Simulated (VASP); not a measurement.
## NaCl in VASP 6.6.1, relaxation

INCAR

```
METAGGA = RTPSS
PREC = Accurate
ISMEAR = -1
NELM = 100
EDIFF = 1E-9
SIGMA = 0.02
ENCUT = 600
LCHARG = .FALSE.
NSW = 40
EDIFFG = -5E-3
ISIF = 3
LREAL = .FALSE.
LASPH = .TRUE.
LWAVE = .FALSE.
NBANDS = 14
IBRION = 2
```

KPOINTS

```
KPOINTS created by Atomic Simulation Environment
0
Gamma
8 8 8
0 0 0
```

POSCAR

```
Na Cl
 1.0000000000000000
     0.0000000000000000    2.6528510000000001    2.6528510000000001
     2.6528510000000001    0.0000000000000000    2.6528510000000001
     2.6528510000000001    2.6528510000000001    0.0000000000000000
 Na  Cl
   1   1
Cartesian
  0.0000000000000000  0.0000000000000000  0.0000000000000000
  2.6528510000000001  2.6528510000000001  2.6528510000000001
```

The recommended PBE PAW datasets give the neutral cell 14 valence electrons.

Command

```
mpirun -np 1 vasp_std
```

OSZICAR

```
N       E                     dE             d eps       ncg     rms          rms(c)
DAV:   1     0.123051441325E+03    0.12305E+03   -0.84708E+03   812   0.134E+03
DAV:   2     0.463424452343E+01   -0.11842E+03   -0.10746E+03   872   0.343E+02
DAV:   3    -0.580764760359E+01   -0.10442E+02   -0.10297E+02  1100   0.101E+02
DAV:   4    -0.602636676439E+01   -0.21872E+00   -0.21859E+00   974   0.146E+01
DAV:   5    -0.603018581323E+01   -0.38190E-02   -0.38188E-02  1082   0.211E+00    0.358E+00
DAV:   6    -0.926543899456E+01   -0.32353E+01   -0.62235E+00   812   0.314E+01    0.121E+00
DAV:   7    -0.922753906914E+01    0.37900E-01   -0.15475E-01  1086   0.415E+00    0.802E-01
DAV:   8    -0.923689301162E+01   -0.93539E-02   -0.58513E-02  1050   0.227E+00    0.671E-01
DAV:   9    -0.923863654243E+01   -0.17435E-02   -0.68648E-03   956   0.899E-01    0.755E-02
DAV:  10    -0.923865996138E+01   -0.23419E-04   -0.51739E-04   980   0.188E-01    0.719E-02
...
DAV:   2    -0.938338986919E+01    0.57124E-04   -0.85229E-05   908   0.758E-02    0.218E-02
DAV:   3    -0.938338543520E+01    0.44340E-05   -0.20410E-05  1010   0.447E-02    0.106E-02
DAV:   4    -0.938338888524E+01   -0.34500E-05   -0.74633E-07  1072   0.112E-02    0.278E-03
DAV:   5    -0.938339001694E+01   -0.11317E-05   -0.33597E-08   920   0.189E-03    0.749E-04
DAV:   6    -0.938339019471E+01   -0.17777E-06   -0.52554E-09   932   0.895E-04    0.889E-05
DAV:   7    -0.938339015438E+01    0.40333E-07   -0.64982E-10   836   0.331E-04    0.467E-05
DAV:   8    -0.938339012675E+01    0.27630E-07   -0.90427E-11   436   0.109E-04    0.854E-06
DAV:   9    -0.938339013624E+01   -0.94963E-08   -0.49275E-11   430   0.753E-05    0.960E-06
DAV:  10    -0.938339013673E+01   -0.48476E-09   -0.27966E-12   436   0.315E-05
   6 F= -.93833901E+01 E0= -.93833901E+01  d E =-.716907E-05
```

From OUTCAR

```
k-points           NKPTS =     29   k-points in BZ     NKDIM =     29   number of bands    NBANDS=     14

   NELECT =      14.0000    total number of electrons

   dimension x,y,z NGX =    30 NGY =   30 NGZ =   30
   dimension x,y,z NGXF=    60 NGYF=   60 NGZF=   60

  energy-cutoff  :      600.00
  volume of cell :       45.32
      direct lattice vectors                 reciprocal lattice vectors
    -0.000000000  2.829875417  2.829875417    -0.176686223  0.176686223  0.176686223
     2.829875417 -0.000000000  2.829875417     0.176686223 -0.176686223  0.176686223
     2.829875417  2.829875417  0.000000000     0.176686223  0.176686223 -0.176686223

 k-points in reciprocal lattice and weights: KPOINTS created by Atomic Simulation Env
   0.00000000  0.00000000  0.00000000       0.002
   0.12500000  0.00000000  0.00000000       0.016
   0.25000000  0.00000000  0.00000000       0.016
   0.37500000  0.00000000  0.00000000       0.016
   0.50000000  0.00000000  0.00000000       0.008
   0.12500000  0.12500000  0.00000000       0.012
   0.25000000  0.12500000  0.00000000       0.047
   0.37500000  0.12500000  0.00000000       0.047
   ...

 E-fermi :  -0.4858

 k-point     1 :       0.0000    0.0000    0.0000
  band No.  band energies     occupation
      1     -21.8433      2.00000
      2     -21.8433      2.00000
      3     -21.8433      2.00000
      4     -13.9531      2.00000
      5      -0.9429      2.00000
      6      -0.9429      2.00000
      7      -0.9429      2.00000
      8       4.4334      0.00000
      9      10.4499      0.00000
     10      10.4499      0.00000
     11      10.4499      0.00000
     12      12.7034      0.00000
     13      12.7034      0.00000
     14      13.9126      0.00000

 k-point     2 :       0.1250    0.0000    0.0000
  band No.  band energies     occupation
      1     -21.8477      2.00000
      2     -21.8437      2.00000
      3     -21.8436      2.00000
      4     -13.9069      2.00000
      5      -1.3057      2.00000
      6      -0.9837      2.00000
      7      -0.9837      2.00000
      8       4.9257      0.00000
      9       9.8589      0.00000
     10      10.6475      0.00000
     11      10.6475      0.00000
     12      12.4407      0.00000
     13      12.4407      0.00000
     14      14.9245      0.00000

 k-point     3 :       0.2500    0.0000    0.0000
  band No.  band energies     occupation
      1     -21.8579      2.00000
      2     -21.8444      2.00000
      3     -21.8444      2.00000
      4     -13.7924      2.00000
      5      -2.0290      2.00000
      6      -1.0793      2.00000
      7      -1.0793      2.00000
      8       5.8919      0.00000
      9       9.2773      0.00000
     10      10.7649      0.00000
     11      10.7649      0.00000
     12      12.6385      0.00000
     13      12.6385      0.00000
     14      14.9846      0.00000

 k-point     4 :       0.3750    0.0000    0.0000
  band No.  band energies     occupation
      1     -21.8680      2.00000
      2     -21.8451      2.00000
      3     -21.8451      2.00000
      4     -13.6734      2.00000
      5      -2.6300      2.00000
      6      -1.1709      2.00000
      7      -1.1709      2.00000
      8       6.4463      0.00000
      9       9.5594      0.00000
     10      10.4952      0.00000
     11      10.4952      0.00000
     12      13.9956      0.00000
     13      13.9956      0.00000
     14      14.4472      0.00000

 ...

  Total       -0.0049724     -0.0049724     -0.0049724     -0.0000000      0.0000000      0.0000000
  in kB       -0.1757695     -0.1757695     -0.1757695     -0.0000000      0.0000000      0.0000000
  external PRESSURE =      -0.1757695 kB  Pullay stress =       0.0000000 kB

 POSITION                                       TOTAL-FORCE (eV/Angst)
 -----------------------------------------------------------------------------------
      0.00000      0.00000      0.00000        -0.000000      0.000000      0.000000
      2.82988      2.82988      2.82988         0.000000     -0.000000     -0.000000
 -----------------------------------------------------------------------------------
    total drift:                               -0.000000      0.000000      0.000000

  FREE ENERGIE OF THE ION-ELECTRON SYSTEM (eV)
  ---------------------------------------------------
  free  energy   TOTEN  =        -9.3833901367 eV

  energy  without entropy=       -9.3833901367  energy(sigma->0) =       -9.38339014
```

```
ionic step  ΔE (meV/atom)  volume (Å³)  largest force (eV/Å)  pressure (GPa)  electronic steps
         1            0.0        37.34                 0.000            7.01                20
         2          -62.0        41.93                 0.000            2.13                15
         3          -71.8        44.45                 0.000            0.45                13
         4          -72.3        45.20                 0.000            0.05                14
         5          -72.3        45.36                 0.000           -0.04                11
         6          -72.3        45.32                 0.000           -0.02                10
```

It converged. Results: relaxed cell vector lengths 4.002, 4.002, 4.002 Å; relaxed cell volume 45.32 Å³.

 The volume moved far on the plane waves of the start cell, so a restart from CONTCAR is due.

For comparison, a separate PBE relaxation on usual settings, not on those above, ends at 46.14 Å³.

The run above took about 5.4 min on one core of a shared host (Intel Xeon Platinum 8488C) and held 0.18 GiB at most.
